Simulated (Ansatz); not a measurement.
Perturbing SiC

Base: a refined structure from the COD whose atoms were relaxed with PBE, the cell held.

```xyz
12
Lattice="1.5389 -2.6675 0.0000 1.5389 2.6675 0.0000 0.0000 0.0000 15.1219" Properties=species:S:1:pos:R:3 pbc="T T T"
Si    1.5389    1.7784   12.9704
Si    1.5389   -1.7784    5.4094
Si    1.5389   -0.0006    7.9315
Si    1.5389    0.0006    0.3706
Si    1.5389   -1.7789   10.4526
Si    1.5389    1.7789    2.8917
C     1.5389   -0.0010    9.8264
C     1.5389    0.0010    2.2655
C     1.5389    1.7786   14.8600
C     1.5389   -1.7786    7.2991
C     1.5389   -1.7787   12.3424
C     1.5389    1.7787    4.7814
```

Atoms are numbered from 1 in the order listed; like atoms form one site, named after its first atom.

Level of theory: DFT, PBE, plane waves and PAW, scalar-relativistic, 420 eV cutoff, Γ-centred 10×10×2 k-points, Fermi–Dirac smearing 0.02 eV (Ansatz 0.2.0).

Gradients in 10²¹ V/m²:

| site | atoms | V_zz base | η base | V_zz variant | η variant |
| --- | --- | --- | --- | --- | --- |
| Si1 | 1, 2 | 0.22 | 0.01 | -0.100 | 0.04 |
| Si3 | 3, 4 | -0.056 | 0.07 | -0.39 | 0.01 |
| Si5 | 5, 6 | 0.26 | 0.01 | -0.049 | 0.07 |
| C7 | 7, 8 | 0.21 | 0.06 | 0.066 | 0.20 |
| C9 | 9, 10 | 0.065 | 0.20 | -0.088 | 0.14 |
| C11 | 11, 12 | 0.031 | 0.41 | -0.12 | 0.10 |

Task: Which change was made?
A. volume scaled by 0.97, ions at fixed fractional positions
B. volume scaled by 1.06, ions at fixed fractional positions
C. z compressed by 1 %, ions at fixed fractional positions
D. atom 11 (C) moved by 0.10 Å along (0.000, 0.000, 0.100) Å

Result: C. The largest change of V_zz is on Si3, from -0.056 to -0.39. V_zz changes sign on Si5 (same axis), Si1 (same axis), C9 (same axis), C11 (same axis).

For the variant: At this changed cell the PBE pressure is 6 GPa.
